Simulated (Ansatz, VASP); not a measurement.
# Two plane-wave programs on Fe

```xyz
2
Lattice="0.0000 2.1507 2.1507 2.1507 0.0000 2.1507 2.1507 2.1507 0.0000" Properties=species:S:1:pos:R:3 pbc="T T T"
Fe    0.0000    0.0000    0.0000
Fe    2.1507    2.1507    2.1507
```

Alike in both runs: task single point; functional LDA; k mesh 14 × 14 × 14; occupations fermi-dirac, width 0.05 eV; collinear spin.

|  | VASP | Ansatz |
| --- | --- | --- |
| version | VASP 6.6.1 | Ansatz 0.2.0 |
| potentials or method | VASP PAW LDA potentials, release 64 (Fe) | plane waves (420 eV) with PAW, scalar-relativistic |
| plane-wave cutoff (eV) | 520 | 420 |
| valence electrons in the cell | 16 | 32 |

VASP gave:

- pressure (GPa): 24.4
- net moment per atom (μB): 0.00
- size of the moment on the site where the two differ most (μB): 0.00

Task: What did Ansatz give for the same quantities?

Result: Pressure (GPa): 25.7; net moment per atom (μB): 0.15; size of the moment on the site where the two differ most (μB): 0.14.

The net moments differ so much that the two runs ended in different magnetic states, which moves the other rows too. Site moments also hang on the region over which each program counts them. The two sets of potentials don't hold the same shells in valence. Ansatz warned: «pseudo_functional_mismatch».

Caveats: so large a pressure means that the cell lies far from this level's equilibrium, or that cutoff or potentials fall short (VASP).
